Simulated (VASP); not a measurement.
Mo:

```xyz
3
Lattice="3.6716 0.0000 0.0000 -1.8358 3.1797 0.0000 0.0000 0.0000 4.1655" Properties=species:S:1:pos:R:3 pbc="T T T"
Mo    0.8276    0.0000    1.3885
Mo   -0.4138    0.7167    2.7770
Mo    1.4220    2.4630    0.0000
```

The cell was built by a generator and needn't be a form met in nature.

* Program: VASP 6.6.1
* Task: relaxation of cell and atoms
* Functional: r2SCAN
* Potentials or basis: VASP PAW PBE potentials, release 64 (Mo_sv)
* Cutoff: 600 eV
* k mesh: 6 × 6 × 4
* Occupations: gaussian, width 0.1 eV
* Spin: no spin polarisation

At the start: pressure 70.2 GPa; volume 16.21 Å³/atom.

How do energy, volume and symmetry change on relaxing?

Over 25 steps the energy falls by 3120.0 meV/atom and the volume is 15.68 Å³/atom (-3.3 %); space group R-3m (No. 166, to 0.05 Å).

The path:
| step | energy change (eV) | largest force (eV/Å) | pressure (GPa) | volume (Å³) |
| --- | --- | --- | --- | --- |
| 1 | 0.0000 | 11.7832 | 70.18 | 48.63 |
| 2 | 5.6426 | 0.5199 | -26.84 | 116.71 |
| 3 | 1.0419 | 0.0416 | -33.57 | 91.78 |
| 4 | -2.1909 | 0.1500 | -33.41 | 76.53 |
| 5 | -4.6572 | 1.2607 | -17.82 | 61.57 |
| 6 | -4.6963 | 3.1230 | -1.40 | 56.37 |
| 7 | -4.7867 | 2.1206 | -10.18 | 58.75 |
| 8 | -4.7869 | 2.2183 | -9.32 | 58.48 |
| 9 | -5.5995 | 1.3253 | 2.31 | 52.25 |
| 10 | -5.6878 | 0.9629 | 10.39 | 49.99 |
| 11 | -6.2247 | 0.1020 | 1.07 | 51.23 |
| 12 | -6.4867 | 1.4887 | -4.01 | 52.34 |
| 13 | -7.0762 | 2.0966 | -4.82 | 51.85 |
| 14 | -7.7671 | 2.9728 | 13.07 | 47.67 |
| 15 | -7.8749 | 2.5243 | -2.04 | 50.19 |
| 16 | -7.9854 | 2.6291 | 0.89 | 49.45 |
| 17 | -8.5422 | 2.2181 | -5.75 | 49.68 |
| 18 | -8.8651 | 1.3869 | -10.48 | 49.77 |
| 19 | -9.1706 | 0.6670 | 5.85 | 46.22 |
| 20 | -9.1710 | 0.6142 | 6.73 | 46.08 |
| 21 | -9.3429 | 0.3920 | 2.99 | 46.53 |
| 22 | -9.3437 | 0.3324 | 3.10 | 46.50 |
| 23 | -9.3541 | 0.0755 | -2.64 | 47.45 |
| 24 | -9.3556 | 0.1398 | -1.18 | 47.20 |
| 25 | -9.3600 | 0.0304 | -0.19 | 47.03 |

Final structure:
```yaml
crystal:
  lattice:
    - [4.41726, 0.00000, 0.00000]
    - [-2.20863, 3.82546, 0.00000]
    - [0.00000, 0.00000, 2.78340]
  atoms:
    - { symbol: Mo, position: [0.33299, 0.00000, 0.33333] }
    - { symbol: Mo, position: [0.00000, 0.33299, 0.66667] }
    - { symbol: Mo, position: [0.66701, 0.66701, 0.00000] }
```

Caveat: the k mesh is coarse (spacing up to 0.38 Å⁻¹), so the values aren't converged; the PAW data sets were made with another functional, which shifts forces and pressure a little.
